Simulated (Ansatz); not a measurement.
# Sb (R-3m) in Ansatz: a series of runs, part 2 of 2

Ansatz 0.2.0.

### Step 4. Electric field gradients, PBE, spin-orbit coupling, no magnetisation (cell strained at random at fixed volume)

File run.py:

```python
import json

import ase.io
import numpy as np

import ansatz as az

atoms = ase.io.read("POSCAR", format="vasp")

calculation = (
    az.Crystal.from_ase(atoms)
    .calculation()
    .kpoints(6, 6, 6)
    .functional("pbe")
    .pseudopotentials(kind="paw_fr")
    .spin("noncollinear", soc=True)
    .scf(algorithm="direct_min")
    .occupations(method="cold", width=0.025)
    .density()
    .potential()
    .output_files(volumetric_format="npy")
    .electron_localization_function()
    .electric_field_gradient()
    .forces()
    .stress()
    .band_table(publish=True)
)
outcome = calculation.run(threads=2, events_out="events.jsonl")

report = outcome.report
for line in open("events.jsonl"):
    event = json.loads(line)
    if event["event"] == "scf_iter":
        d = event["data"]
        print(f"SCF {d['iter']:3d}  HF = {d['harris_foulkes_ev']:.6f} eV  dr2 = {d['dr2_ev']:.2e} eV")
    elif event["event"] in ("relax_step", "md_step"):
        d = event["data"]
        print(f"{event['event']} {d['step']:3d}  E = {d['lagrangian_ev']:.6f} eV")
np.set_printoptions(precision=5, suppress=True, linewidth=110)
print("converged:", report["converged"], "after", report["n_iterations"], "iterations")
print(f"free energy {report['free_energy_ev']:.6f} eV, Fermi level {report['fermi_energy_ev']:.4f} eV")
for key in ("band_edges_ev", "magnetization_mub", "site_moments_mub", "site_moments_nc_mub", "forces_ev_ang",
                "stress_gpa", "kpoints_frac", "eigenvalues_ev"):
    if report.get(key) is not None:
        print(key, np.array(report[key]), sep="\n")
```

File POSCAR:

```
Sb
1.0
    2.0714240000      1.3133110000      3.7458340000
   -2.1361190000      1.2900310000      3.7906240000
   -0.0525090000     -2.5187830000      3.7402440000
Sb
2
Direct
    0.7665100000      0.7665100000      0.7665100000
    0.2334900000      0.2334900000      0.2334900000
```

Potentials or basis: Ansatz PAW.

Command:

```bash
$ python run.py
```

Output:

```text
DeckWarning: basis.ecutwfc = 420 eV, auto-derived from the records' recommended cutoffs: set by Sb (normal level)
PlacementWarning: RAYON_NUM_THREADS=2 ignored (pool sized by the plan → 2); use plan(threads=…)
SCF   1  HF = -12973.759227 eV  dr2 = 1.02e-01 eV
SCF   2  HF = -12973.764332 eV  dr2 = 2.37e-03 eV
SCF   3  HF = -12973.762918 eV  dr2 = 4.31e-05 eV
SCF   4  HF = -12973.762915 eV  dr2 = 4.38e-07 eV
SCF   5  HF = -12973.762915 eV  dr2 = 3.39e-08 eV
SCF   6  HF = -12973.762850 eV  dr2 = 7.26e-07 eV
SCF   7  HF = -12973.762850 eV  dr2 = 2.05e-07 eV
SCF   8  HF = -12973.762850 eV  dr2 = 1.21e-08 eV
converged: True after 8 iterations
free energy -12973.762850 eV, Fermi level 10.0672 eV
magnetization_mub
0.0
site_moments_nc_mub
[[0. 0. 0.]
 [0. 0. 0.]]
forces_ev_ang
[[-0.137    0.14703 -0.0975 ]
 [ 0.137   -0.14703  0.0975 ]]
stress_gpa
[[ 5.03851 -1.21251  1.69507]
 [-1.21251  1.26169 -2.07859]
 [ 1.69507 -2.07859  2.65687]]
kpoints_frac
[[ 0.       0.       0.     ]
 [ 0.       0.       0.16667]
 [ 0.       0.       0.33333]
 [ 0.       0.      -0.5    ]
 [ 0.       0.16667  0.     ]
 [ 0.       0.16667  0.16667]
 [ 0.       0.16667  0.33333]
 [ 0.       0.16667 -0.5    ]
 [ 0.       0.16667 -0.33333]
 [ 0.       0.16667 -0.16667]
 [ 0.       0.33333  0.     ]
 [ 0.       0.33333  0.16667]
 [ 0.       0.33333  0.33333]
 [ 0.       0.33333 -0.5    ]
 [ 0.       0.33333 -0.33333]
 [ 0.       0.33333 -0.16667]
 [ 0.      -0.5      0.     ]
 [ 0.      -0.5      0.16667]
 [ 0.      -0.5      0.33333]
 [ 0.      -0.5     -0.5    ]
 [ 0.16667  0.       0.     ]
 [ 0.16667  0.       0.16667]
 [ 0.16667  0.       0.33333]
 [ 0.16667  0.      -0.5    ]
 [ 0.16667  0.      -0.33333]
 [ 0.16667  0.      -0.16667]
 [ 0.16667  0.16667  0.     ]
 [ 0.16667  0.16667  0.16667]
 [ 0.16667  0.16667  0.33333]
 [ 0.16667  0.16667 -0.5    ]
 [ 0.16667  0.16667 -0.33333]
 [ 0.16667  0.16667 -0.16667]
 [ 0.16667  0.33333  0.     ]
 [ 0.16667  0.33333  0.16667]
 [ 0.16667  0.33333  0.33333]
 [ 0.16667  0.33333 -0.5    ]
 [ 0.16667  0.33333 -0.33333]
 [ 0.16667  0.33333 -0.16667]
 [ 0.16667 -0.5      0.     ]
 [ 0.16667 -0.5      0.16667]
 [ 0.16667 -0.5      0.33333]
 [ 0.16667 -0.5     -0.5    ]
 [ 0.16667 -0.5     -0.33333]
 [ 0.16667 -0.5     -0.16667]
 [ 0.16667 -0.33333  0.     ]
 [ 0.16667 -0.33333  0.16667]
 [ 0.16667 -0.33333  0.33333]
 [ 0.16667 -0.33333 -0.5    ]
 [ 0.16667 -0.33333 -0.33333]
 [ 0.16667 -0.33333 -0.16667]
 [ 0.16667 -0.16667  0.     ]
 [ 0.16667 -0.16667  0.16667]
 [ 0.16667 -0.16667  0.33333]
 [ 0.16667 -0.16667 -0.5    ]
 [ 0.16667 -0.16667 -0.33333]
 [ 0.16667 -0.16667 -0.16667]
 [ 0.33333  0.       0.     ]
 [ 0.33333  0.       0.16667]
 [ 0.33333  0.       0.33333]
 [ 0.33333  0.      -0.5    ]
 [ 0.33333  0.      -0.33333]
 [ 0.33333  0.      -0.16667]
 [ 0.33333  0.16667  0.     ]
 [ 0.33333  0.16667  0.16667]
 [ 0.33333  0.16667  0.33333]
 [ 0.33333  0.16667 -0.5    ]
 [ 0.33333  0.16667 -0.33333]
 [ 0.33333  0.16667 -0.16667]
 [ 0.33333  0.33333  0.     ]
 [ 0.33333  0.33333  0.16667]
 [ 0.33333  0.33333  0.33333]
 [ 0.33333  0.33333 -0.5    ]
 [ 0.33333  0.33333 -0.33333]
 [ 0.33333  0.33333 -0.16667]
 [ 0.33333 -0.5      0.     ]
 [ 0.33333 -0.5      0.16667]
 [ 0.33333 -0.5      0.33333]
 [ 0.33333 -0.5     -0.5    ]
 [ 0.33333 -0.5     -0.33333]
 [ 0.33333 -0.5     -0.16667]
 [ 0.33333 -0.33333  0.     ]
 [ 0.33333 -0.33333  0.16667]
 [ 0.33333 -0.33333  0.33333]
 [ 0.33333 -0.33333 -0.5    ]
 [ 0.33333 -0.33333 -0.33333]
 [ 0.33333 -0.33333 -0.16667]
 [ 0.33333 -0.16667  0.     ]
 [ 0.33333 -0.16667  0.16667]
 [ 0.33333 -0.16667  0.33333]
 [ 0.33333 -0.16667 -0.5    ]
 [ 0.33333 -0.16667 -0.33333]
 [ 0.33333 -0.16667 -0.16667]
 [-0.5      0.       0.     ]
 [-0.5      0.       0.16667]
 [-0.5      0.       0.33333]
 [-0.5      0.      -0.5    ]
 [-0.5      0.16667  0.     ]
 [-0.5      0.16667  0.16667]
 [-0.5      0.16667  0.33333]
 [-0.5      0.16667 -0.5    ]
 [-0.5      0.16667 -0.33333]
 [-0.5      0.16667 -0.16667]
 [-0.5      0.33333  0.     ]
 [-0.5      0.33333  0.16667]
 [-0.5      0.33333  0.33333]
 [-0.5      0.33333 -0.5    ]
 [-0.5      0.33333 -0.33333]
 [-0.5      0.33333 -0.16667]
 [-0.5     -0.5      0.     ]
 [-0.5     -0.5      0.16667]
 [-0.5     -0.5      0.33333]
 [-0.5     -0.5     -0.5    ]]
eigenvalues_ev
[[-19.97549 -19.97549 -19.95277 ...  13.27412  14.95575  14.95575]
 [-19.97163 -19.97163 -19.94983 ...  12.66044  14.60742  14.60742]
 [-19.96324 -19.96324 -19.94346 ...  11.4943   15.7626   15.7626 ]
 ...
 [-19.97098 -19.97098 -19.94338 ...  15.02829  15.48335  15.48335]
 [-19.96499 -19.96499 -19.94119 ...  13.01805  15.2716   15.2716 ]
 [-19.96259 -19.96259 -19.93647 ...  11.24359  17.12144  17.12144]]
```

Wall time 1.9 min (2 threads of Arm Neoverse V1, shared host); peak memory 1.4 GiB.

Results:

* Free energy: -12973.7629 eV
* Pressure: 3.0 GPa
* Largest force: 0.223 eV/Å
* Band gap on the k mesh: none (metal or under the smearing width)

Forces in eV/Å, atoms in the order of the input:
```
Sb  -0.137  0.147 -0.098
Sb   0.137 -0.147  0.098
```

Levels at points of the mesh, in eV from the Fermi level:
```
              k point  band 28  band 29  band 30  band 31  band 32  band 33
   (0.00, 0.00, 0.00)    -1.72    -1.39    -1.39     1.69     1.69     2.57
  (0.00, 0.00, -0.50)    -1.78    -0.11    -0.11     0.08     0.08     0.27
  (0.00, -0.50, 0.00)    -1.68    -0.53    -0.53    -0.36    -0.36     0.41
 (0.00, -0.50, -0.50)    -4.05    -3.35    -3.35     1.54     1.54     4.50
  (-0.50, 0.00, 0.00)    -1.92    -0.35    -0.35    -0.31    -0.31     0.19
 (-0.50, 0.00, -0.50)    -4.02    -3.52    -3.52     1.49     1.49     4.61
 (-0.50, -0.50, 0.00)    -3.96    -3.30    -3.30     1.66     1.66     4.76
(-0.50, -0.50, -0.50)    -1.04    -0.68    -0.68     0.07     0.07     0.50
```

### Step 5. Density of states, PBE, spin-orbit coupling, no magnetisation

run.py: that of step 4 with these lines changed.

```diff
@@ -12,13 +12,9 @@
     .calculation()
-    .kpoints(6, 6, 6)
+    .kpoints(8, 8, 8)
     .functional("pbe")
-    .pseudopotentials(kind="paw_fr")
+    .pseudopotentials(kind="nc_fr")
     .spin("noncollinear", soc=True)
-    .scf(algorithm="direct_min")
-    .occupations(method="cold", width=0.025)
-    .density()
-    .potential()
-    .output_files(volumetric_format="npy")
-    .electron_localization_function()
-    .electric_field_gradient()
+    .scf(extra_bands=6)
+    .occupations(method="fermi_dirac", width=0.01)
+    .density_of_states(energy_step=0.05, projected=False, nscf_kmesh=(12, 12, 12))
     .forces()
@@ -42,3 +38,3 @@
 for key in ("band_edges_ev", "magnetization_mub", "site_moments_mub", "site_moments_nc_mub", "forces_ev_ang",
-                "stress_gpa", "kpoints_frac", "eigenvalues_ev"):
+                "stress_gpa"):
     if report.get(key) is not None:
```

File POSCAR:

```
Sb
1.0
    2.1542000000      1.2437279499      3.7580000000
   -2.1542000000      1.2437279499      3.7580000000
    0.0000000000     -2.4874558998      3.7580000000
Sb
2
Direct
    0.7665100000      0.7665100000      0.7665100000
    0.2334900000      0.2334900000      0.2334900000
```

Potentials or basis: Ansatz NC.

Command:

```bash
$ python run.py
```

Output:

```text
DeckWarning: basis.ecutwfc = 1088.45545 eV, auto-derived from the records' recommended cutoffs: set by Sb (normal level)
PlacementWarning: RAYON_NUM_THREADS=2 ignored (pool sized by the plan → 2); use plan(threads=…)
SCF   1  HF = -4946.453117 eV  dr2 = 1.07e-01 eV
SCF   2  HF = -4946.453741 eV  dr2 = 6.77e-02 eV
SCF   3  HF = -4946.452993 eV  dr2 = 2.95e-03 eV
SCF   4  HF = -4946.453391 eV  dr2 = 5.91e-04 eV
SCF   5  HF = -4946.453646 eV  dr2 = 6.77e-05 eV
SCF   6  HF = -4946.453672 eV  dr2 = 3.12e-06 eV
SCF   7  HF = -4946.453673 eV  dr2 = 1.48e-07 eV
SCF   8  HF = -4946.453673 eV  dr2 = 1.35e-08 eV
converged: True after 8 iterations
free energy -4946.453673 eV, Fermi level 10.5600 eV
magnetization_mub
0.0
site_moments_nc_mub
[[0. 0. 0.]
 [0. 0. 0.]]
forces_ev_ang
[[-0.       0.      -0.16719]
 [-0.      -0.       0.16719]]
stress_gpa
[[ 3.04389 -0.       0.     ]
 [ 0.       3.04389  0.     ]
 [ 0.      -0.       2.27674]]
```

dos.tsv:

```text
# E-E_F[eV]	g_bin_mean(E)[states/eV]	N(E)
# format = ansatz-dos/2
# fermi_ev = 10.556484
# fermi_mp_grid = 12 12 12
# fermi_mp_shift = 0 0 0
# nscf_kmesh_grid = 12 12 12
# nscf_kmesh_shift = 0 0 0
# levels_connected = by_index
# tetrahedron_fermi_ev = 10.465379
# g_bin_mean(E): the states in a bin one row spacing wide, centred on E, divided by that spacing. States that the method places at a single energy (under output.dos.method: tetrahedron, those of a tetrahedron whose four corners have one energy) are counted whole in the row whose bin holds that energy (on the edge of two bins, in the lower row). The sum of g_bin_mean over a run of rows, times the row spacing, is the number of states from half a spacing under the first of them to half a spacing over the last (a plain sum, not the trapezoid rule).
-30.607273	0.000000e0	0.000000e0
-30.557273	0.000000e0	0.000000e0
-30.507273	0.000000e0	0.000000e0
-30.457273	0.000000e0	0.000000e0
-30.407273	0.000000e0	0.000000e0
-30.357273	0.000000e0	0.000000e0
[... 728 lines left out ...]
6.092727	0.000000e0	3.600000e1
6.142727	0.000000e0	3.600000e1
```

engine_input.yaml:

```text
crystal:
  lattice:
    - [2.1542, 1.2437279499, 3.758]
    - [-2.1542, 1.2437279499, 3.758]
    - [0.0, -2.4874558998, 3.758]
  atoms:
    - { symbol: Sb, position: [0.76651, 0.7665099999999999, 0.76651] }
    - { symbol: Sb, position: [0.23348999999999998, 0.23349, 0.23349] }
kpoints:
  mp_grid:
    grid: [8, 8, 8]
hamiltonian:
  xc: pbe
  pseudopotentials:
    kind: nc_fr
magnetization:
  noncollinear: true
  spin_orbit: true
scf:
  n_extra_bands: 6
  occupations:
    method: fermi_dirac
    width: 0.01
output:
  dos:
    de: 0.05
    projected: false
    nscf_kmesh:
      grid: [12, 12, 12]
  forces: true
  stress: true
  eigenvalues: true
```

Run time: 2.4 min. Hardware: 2 threads of Arm Neoverse V1, shared host; peak memory 1.8 GiB.

What came out:

```yaml
Free_energy: -4946.4537 eV
Pressure: 2.8 GPa
Largest_force: 0.167 eV/Å
Band_gap_on_the_k_mesh: none (metal or under the smearing width)
Density_of_states_at_the_Fermi_level: 0.02 states/eV per cell
```

Forces in eV/Å, atoms in the order of the input:
```
Sb   0.000  0.000 -0.167
Sb   0.000  0.000  0.167
```

Levels at points of the mesh, in eV from the Fermi level:
| k point | band 26 | band 27 | band 28 | band 29 | band 30 | band 31 | band 32 | band 33 | band 34 | band 35 |
| --- | --- | --- | --- | --- | --- | --- | --- | --- | --- | --- |
| (0.00, 0.00, 0.00) | -2.46 | -1.75 | -1.75 | -1.57 | -1.57 | 1.82 | 1.82 | 2.59 | 2.59 | 2.92 |
| (0.00, 0.00, -0.50) | -2.03 | -1.90 | -1.90 | -0.35 | -0.35 | -0.24 | -0.24 | 0.21 | 0.21 | 0.50 |
| (0.00, -0.50, -0.50) | -5.48 | -3.97 | -3.97 | -3.54 | -3.54 | 1.51 | 1.51 | 4.71 | 4.71 | 5.63 |
| (-0.50, -0.50, -0.50) | -1.63 | -1.11 | -1.11 | -0.60 | -0.60 | -0.02 | -0.02 | 0.30 | 0.30 | 1.11 |

States per cell in windows of 1 eV (zero at the Fermi level; states under -8 eV left out):
| from (eV) | total |
| --- | --- |
| -8.0 | 0.39 |
| -7.0 | 0.15 |
| -6.0 | 0.43 |
| -5.0 | 0.95 |
| -4.0 | 1.48 |
| -3.0 | 1.46 |
| -2.0 | 1.29 |
| -1.0 | 0.43 |
| 0.0 | 1.18 |
| 1.0 | 1.46 |
| 2.0 | 1.26 |
| 3.0 | 1.26 |
| 4.0 | 0.68 |
| 5.0 | 0.15 |
| 6.0 | 0.00 |
| 7.0 | 0.00 |

### Step 6. Overview

| task | potentials or basis | spin | cell | k mesh | cutoff (eV) | smearing | driver | points for each segment of the path | other keys | gap on the mesh (eV) | pressure (GPa) | moment (μB) | largest force (eV/Å) |
| --- | --- | --- | --- | --- | --- | --- | --- | --- | --- | --- | --- | --- | --- |
| band structure | Ansatz PAW | collinear, antiferromagnetic start | cell strained at random at fixed volume | 6 × 6 × 6 | 420 | tetrahedron | chain | 14 | - | none | 3.2 | 0.00 | 0.12 |
| band structure | Ansatz PAW | collinear, antiferromagnetic start | cell strained at random at fixed volume | 6 × 6 × 6 | 420 | tetrahedron | - | 14 | - | none | 3.2 | 0.00 | 0.12 |
| electric field gradients | Ansatz PAW | SOC, no magnetisation | cell strained at random at fixed volume | 6 × 6 × 6 | 420 | cold 0.025 eV | chain | - | scf.algorithm = direct_min | none | 3.0 | - | 0.22 |
| density of states | Ansatz NC | SOC, no magnetisation | as given | 8 × 8 × 8 | 1088 | fermi-dirac 0.01 eV | chain | - | - | none | 2.8 | - | 0.17 |

Alike in all rows: level PBE.

Caveats: spin-orbit coupling is left out, which moves the levels of the heavy elements (some runs); with tetrahedron occupations forces and stress needn't match the slope of the energy (some runs); the starting moments weren't kept (some runs).

Absolute energies hang on the potentials; compare differences alone.
